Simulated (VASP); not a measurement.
# Ga: molecular dynamics with a thermostat

Ga, P2_1/m (no. 11), 16 atoms in the cell. PBE, molecular dynamics; PAW potentials Ga (PBE set).

Ensemble: Nose-Hoover; Target temperature (K): 1600.

## Input

INCAR:
```
SYSTEM = Ga
GGA = PE
PREC = Normal
ENCUT = 200
EDIFF = 1E-6
NELMIN = 4
NELM = 60
ALGO = Fast
LREAL = Auto
LASPH = .True.
ISMEAR = -1
SIGMA = 0.069
ISYM = 0
LWAVE = .False.
LCHARG = .False.
IBRION = 0
NSW = 60
POTIM = 3.0
TEBEG = 1600
ISIF = 2
RANDOM_SEED = 364791 0 0
MDALGO = 2
SMASS = 0
KPAR = 2
```

KPOINTS:
```
k-points
0
Monkhorst-Pack
  2 2 2
```

POSCAR:
```
Ga
1.0
    5.5568441698      0.0000000000      0.0000000000
    0.0000000000      6.5632175800      0.0000000000
   -2.6868621972      0.0000000000      7.9805463526
Ga
16
Direct
    0.0672981350      0.3750000000      0.3850834150
    0.0672981350      0.3750000000      0.8850834150
    0.0672981350      0.8750000000      0.3850834150
    0.0672981350      0.8750000000      0.8850834150
    0.5672981350      0.3750000000      0.3850834150
    0.5672981350      0.3750000000      0.8850834150
    0.5672981350      0.8750000000      0.3850834150
    0.5672981350      0.8750000000      0.8850834150
    0.4327018650      0.1250000000      0.1149165850
    0.4327018650      0.1250000000      0.6149165850
    0.4327018650      0.6250000000      0.1149165850
    0.4327018650      0.6250000000      0.6149165850
    0.9327018650      0.1250000000      0.1149165850
    0.9327018650      0.1250000000      0.6149165850
    0.9327018650      0.6250000000      0.1149165850
    0.9327018650      0.6250000000      0.6149165850
```

Commands:
```
cat potpaw_PBE.64/Ga/POTCAR > POTCAR
mpirun -np 2 vasp_std > vasp.out
```

## Result

- Mean temperature (K): 1576
- Rise of the mean potential energy above the start (meV/atom): 129.6
- Electronic steps per ionic step after the first: 4.4

Course of the run:

| Time (fs) | Temperature (K) | Potential energy less the first (meV/atom) |
|---|---|---|
| 3 | 1599 | 0.0 |
| 18 | 1374 | 28.9 |
| 30 | 1063 | 76.0 |
| 45 | 928 | 123.2 |
| 57 | 1335 | 125.9 |
| 72 | 2398 | 117.7 |
| 84 | 2733 | 154.6 |
| 99 | 2170 | 208.2 |
| 111 | 1796 | 201.2 |
| 126 | 1437 | 178.6 |
| 138 | 1244 | 164.4 |
| 153 | 1218 | 142.3 |
| 165 | 1311 | 125.9 |
| 180 | 1422 | 122.0 |

REPORT:
```
MDALGO =   2
               SCALING =       0
                 CNEXP =     9.000   14.000
           RANDOM_SEED =            364791                0                0

   original number of atomic DOF:         45
   number of independent constraints:      0
   number of active DOF:                  45

========================================
         MD step No.       1
========================================

  Atomic velocities initialized by STEP_tb

  >Energies
                    E_tot             E_pot             E_kin               EPS                ES
   e_b>   -0.42929806E+02   -0.46030284E+02    0.31004780E+01    0.00000000E+00    0.00000000E+00

  >Temperature
               T_sim     T_inst
   tmprt>   1600.000   1599.082

  >Thermostat:
           s(n+1) sdot(n+1)      s(n)   sdot(n)        Qs
   s_b>  -0.00001  -0.00001   0.00000   0.00000   1.41431

           RANDOM_SEED =            364791               96                0

[... steps left out ...]

========================================
         MD step No.      60
========================================

  >Energies
                    E_tot             E_pot             E_kin               EPS                ES
   e_b>   -0.42927677E+02   -0.44078195E+02    0.27564174E+01    0.23497827E-01   -0.16293968E+01

  >Temperature
               T_sim     T_inst
   tmprt>   1600.000   1421.631

  >Thermostat:
           s(n+1) sdot(n+1)      s(n)   sdot(n)        Qs
   s_b>  -0.27293  -0.01096  -0.26261  -0.00967   1.41431

           RANDOM_SEED =            364791               96                0
```

OSZICAR:
```
N       E                     dE             d eps       ncg     rms          rms(c)
DAV:   1     0.704269442772E+02    0.70427E+02   -0.93848E+03   264   0.543E+02
DAV:   2    -0.398793234008E+02   -0.11031E+03   -0.10450E+03   328   0.112E+02
DAV:   3    -0.464344808611E+02   -0.65552E+01   -0.63589E+01   336   0.267E+01
DAV:   4    -0.465105266732E+02   -0.76046E-01   -0.75382E-01   336   0.286E+00
DAV:   5    -0.465119252164E+02   -0.13985E-02   -0.13950E-02   336   0.297E-01    0.890E+00
RMM:   6    -0.462161528274E+02    0.29577E+00   -0.44799E-02   264   0.127E+00    0.514E+00
RMM:   7    -0.460303022101E+02    0.18585E+00   -0.10888E-01   264   0.187E+00    0.403E-01
RMM:   8    -0.460302251053E+02    0.77105E-04   -0.59660E-03   266   0.320E-01    0.507E-02
RMM:   9    -0.460302680218E+02   -0.42916E-04   -0.46551E-04   269   0.732E-02    0.188E-02
RMM:  10    -0.460302898801E+02   -0.21858E-04   -0.71019E-05   276   0.236E-02    0.171E-02
RMM:  11    -0.460302838454E+02    0.60348E-05   -0.12194E-05   232   0.903E-03    0.899E-04
RMM:  12    -0.460302837780E+02    0.67435E-07   -0.15783E-06   161   0.299E-03
[... left out ...]
     58 T=  1383. E= -.42928081E+02 F= -.44092014E+02 E0= -.44032181E+02  EK= 0.26806E+01 SP= -.15E+01 SK= 0.11E-01
     59 T=  1402. E= -.42927872E+02 F= -.44090322E+02 E0= -.44033548E+02  EK= 0.27193E+01 SP= -.16E+01 SK= 0.17E-01
[... last step whole ...]
       N       E                     dE             d eps       ncg     rms          rms(c)
DAV:   1    -0.440781758606E+02    0.12146E-01   -0.11124E-02   503   0.122E+00    0.520E-03
RMM:   2    -0.440781929753E+02   -0.17115E-04   -0.18964E-04   264   0.517E-02    0.449E-03
RMM:   3    -0.440781949342E+02   -0.19589E-05   -0.21409E-05   267   0.135E-02    0.290E-03
RMM:   4    -0.440781949477E+02   -0.13511E-07   -0.25810E-06   182   0.435E-03
     60 T=  1422. E= -.42927677E+02 F= -.44078195E+02 E0= -.44024058E+02  EK= 0.27564E+01 SP= -.16E+01 SK= 0.23E-01
```

Limits: 180 fs of 16 atoms are too short for converged averages; the cell is only 5.3 Å across, so each atom moves in step with near copies of itself.

VASP 6.6.1 took 721 s on 2 cores (Intel Xeon Platinum 8259CL @ 2.50GHz (Skylake/Cascade Lake)), a shared host.
